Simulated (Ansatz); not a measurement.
**GaSb across functionals**

```
Ga Sb
1.0
     0.00000    3.05900    3.05900
     3.05900    0.00000    3.05900
     3.05900    3.05900    0.00000
Ga Sb
1 1
Direct
  0.00000 0.00000 0.00000
  0.75000 0.75000 0.75000
```

Atoms are numbered in the order listed.

The cell is COD entry 9008847, as deposited and not checked against the literature; nothing was relaxed. It differs from other determinations.

Spin–orbit coupling is left out, though it moves levels of the heavy atoms by tenths of an eV or more.

One fixed cell is solved with several functionals by frozen-core PAW in Ansatz 0.2.0, scalar-relativistically. A positive pressure means that the functional wants a larger cell.

The PAW files were made with PBE; their cores are remade for each functional.

The runs use a Γ-centred 12×12×12 k mesh, Fermi–Dirac smearing of 0.08 eV, cutoff 420 eV, no spin polarisation.

Cutoffs: PBE 420 eV, LDA 420 eV, PBEsol 420 eV, r²SCAN 500 eV.

Gaps under 0.4 eV may close at points that the mesh misses.

```json
{"setting": "PBE", "P (GPa)": "2.33", "gap over the k mesh and a high-symmetry path (eV)": "0.03", "lowest level at Γ above −25 eV, from the valence-band top or, without a gap, the Fermi level (eV)": "-15.00"}
{"setting": "LDA", "P (GPa)": "-1.74", "gap over the k mesh and a high-symmetry path (eV)": "none", "lowest level at Γ above −25 eV, from the valence-band top or, without a gap, the Fermi level (eV)": "-15.22"}
{"setting": "PBEsol", "P (GPa)": "-0.16", "gap over the k mesh and a high-symmetry path (eV)": "none", "lowest level at Γ above −25 eV, from the valence-band top or, without a gap, the Fermi level (eV)": "-15.14"}
{"setting": "r²SCAN", "P (GPa)": "0.39", "gap over the k mesh and a high-symmetry path (eV)": "0.47", "lowest level at Γ above −25 eV, from the valence-band top or, without a gap, the Fermi level (eV)": "-15.47"}
```
